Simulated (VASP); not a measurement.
Given:

```
CELL_PARAMETERS angstrom
      0.00000     3.01507     3.01507
      3.01507     0.00000     3.01507
      3.01507     3.01507     0.00000
ATOMIC_POSITIONS crystal
  Zn 0.00000 0.00000 0.00000
  Te 0.25000 0.25000 0.25000
```

All values below come from AM05 GGA, VASP's PBE PAW potentials (set 64) (plane waves; VASP). Settings: 520 eV cut-off, 8×8×8 Γ-centred mesh, Gaussian smearing of 0.050 eV, potentials Zn Te.

### Question
Give the stress tensor in GPa (positive for a compressed cell).

### Answer

```
1.56  0.00  0.00
0.00  1.56  0.00
0.00  0.00  1.56
```
The pressure is its mean diagonal, 1.56 GPa.

The compound is ZnTe in the zinc blende structure. This cell is one point of a volume scan, at 0.97 of the reference volume.
